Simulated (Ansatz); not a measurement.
The system is GaSb.

```xyz
2
Lattice="0.0000 3.0590 3.0590 3.0590 0.0000 3.0590 3.0590 3.0590 0.0000" Properties=species:S:1:pos:R:3 pbc="T T T"
Sb    4.5885    4.5885    4.5885
Ga    0.0000    0.0000    0.0000
```

Base run:

* Program: Ansatz 0.2.0
* Functional: PBEsol
* Potentials or basis: all-electron LAPW, relativistic spinors
* Cutoff: 278 eV
* Density cutoff: 1113 eV
* Basis error allowed: 0.001 eV/atom
* k mesh: 6 × 6 × 6
* Occupations: fermi-dirac, width 0.05 eV
* Spin: spin-orbit coupling, no magnetisation

Its results: pressure 0.0 GPa.

Question: The run is repeated on the same cell with these changes: functional from PBEsol to PBE. What comes out?

Answer: Pressure 2.5 GPa.

PBE binds less tightly than PBEsol, so the same cell stands under more pressure.

Caveats: the k mesh is thin for a metal, which can move the energy by tens of meV per atom.

Not every run made on this cell is shown here.
